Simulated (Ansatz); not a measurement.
## KBr (Fm-3m), an elastic constant from a strain scan

Level of theory: DFT r2SCAN, scalar-relativistic, plane waves, PAW (Ansatz). Cutoff 500 eV, Γ-centred 6×6×6 k-points, Gaussian smearing of 0.05 eV. No spin polarisation. Energies are free energies at this smearing, counted from the undisturbed cell; pressure is positive in compression.

Zero of the scan (as given, not relaxed at this level; it stands at 0.2 GPa):

```
K Br
1.0
     0.00000    3.29250    3.29250
     3.29250    0.00000    3.29250
     3.29250    3.29250    0.00000
K Br
1 1
Direct
  0.00000 0.00000 0.00000
  0.50000 0.50000 0.50000
```

The cell is strained by ε times the Voigt pattern (1, 1, 0, 0, 0, 0) (xx, yy, zz, yz, xz, xy; engineering shear) with fractional coordinates fixed. The cell holds 2 atoms in V0 = 71.39 Å³. The stress column is τ = (1/V0) dE/dε, got from the stress tensor σ (compression positive) at each point as −det(1 + εP) σ : P(1 + εP)⁻¹, with P the pattern as a tensor.

| ε | ΔE (meV/atom) | τ (GPa) |
| --- | --- | --- |
| -0.1000 | 167.165 | -18.053 |
| -0.0750 | 85.591 | -11.547 |
| -0.0500 | 35.532 | -6.664 |
| -0.0250 | 9.042 | -3.031 |
| 0.0000 | 0.000 | -0.358 |
| 0.0250 | 3.689 | 1.576 |
| 0.0500 | 16.501 | 2.943 |
| 0.0750 | 35.670 | 3.878 |
| 0.0875 | 46.961 | 4.218 |
| 0.1000 | ? | ? |

Problem. Which combination of elastic constants does this scan measure, and how large is it?

Solution. For small ε, τ = τ0 + Kε with K = pᵀCp, which for this pattern is 2(C11 + C12) in the cubic axes. The parabola through τ at ε = -0.0250, 0 and 0.0250 has slope K = 92 GPa at zero. The energies per cell, E = NΔE, of the same two points give K = 2[E(ε₊)/ε₊ − E(ε₋)/ε₋]/[(ε₊ − ε₋)V0] = 91 GPa, in agreement.

Problem. Predict the withheld row at ε = 0.1000 from the harmonic law, and compare.

Solution. ΔE = V0(τ0 ε + Kε²/2)/N = 94.649 meV/atom and τ = 8.86 GPa. The calculation gives 59.094 meV/atom and 4.49 GPa: the energy lies 38 % below the harmonic value, as bonds soften when stretched.